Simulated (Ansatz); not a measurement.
# CaS: relaxation of cell and atoms

Theory: Ansatz 0.2.0, DFT, LDA, all-electron LAPW, scalar-relativistic.

Command: `ansatz run input.yaml --threads 1 --pin off --max-ram 2048MiB --backend cpu --events-out ev --progress --plain --runs-dir out` The run took about 12 s on 1 thread of a shared machine.

```yaml
crystal:
  lattice:
    - [0.0, 2.8804121851, 2.8804121851]
    - [2.8804121851, 0.0, 2.8804121851]
    - [2.8804121851, 2.8804121851, 0.0]
  atoms:
    - { symbol: Ca, position: [0.0, 0.0, 0.0] }
    - { symbol: S, position: [0.5, 0.5, 0.5] }
kpoints:
  mp_grid: { grid: [8, 8, 8] }
scf:
  occupations: { method: fermi_dirac, width: 0.02 }
hamiltonian:
  xc: lda
  pseudopotentials: { kind: all_electron, lapw: { basis_error: 0.001 } }
output:
  forces: true
  stress: true
relax:
  f_tol: 0.005
  max_steps: 80
  cell: {}
```

The geometry is COD entry 1011236, unchecked; take it as a test cell. It is an old determination, and later ones may differ. The listed cell was then made from it by scaling, straining or moving an atom.

Each frame lists the cell vectors (Å), then Cartesian positions (Å); symmetry keeps all forces zero. Free energies count from the first step, -29305.0059 eV.

The walk took 5 evaluations in all; steps that aren't listed are left out.

Step 1: E = 0.0 meV, P = -5.67 GPa

```
cell 0.0000 2.8804 2.8804 2.8804 0.0000 2.8804 2.8804 2.8804 0.0000
Ca    0.0000    0.0000    0.0000
S     2.8804    2.8804    2.8804
```

Step 2:

```
cell 0.0000 2.7400 2.7400 2.7400 0.0000 2.7400 2.7400 2.7400 0.0000
Ca    0.0000    0.0000    0.0000
S     2.7400    2.7400    2.7400
```

Step 3: E = -91.1 meV, P = -0.52 GPa

```
cell 0.0000 2.7893 2.7893 2.7893 0.0000 2.7893 2.7893 2.7893 0.0000
Ca    0.0000    0.0000    0.0000
S     2.7893    2.7893    2.7893
```

Question: Give the energy, pressure of step 2.

Answer: E = -72.1 meV, P = 3.40 GPa
```
Ca    0.0000    0.0000    0.0000
S     2.7400    2.7400    2.7400
```

Question: How does the relaxation end?

Answer: It converges, with a = 5.565 Å, b = 5.565 Å, c = 5.565 Å, α = 90.00°, β = 90.00°, γ = 90.00° (conventional cell, space group Fm-3m). The last solve (on a basis chosen afresh for the final cell, so its energy is not quite comparable) gives E = -91.6 meV, P = -0.04 GPa:
```
cell 0.0000 2.7825 2.7825 2.7825 0.0000 2.7825 2.7825 2.7825 0.0000
Ca    0.0000    0.0000    0.0000
S     2.7825    2.7825    2.7825
```
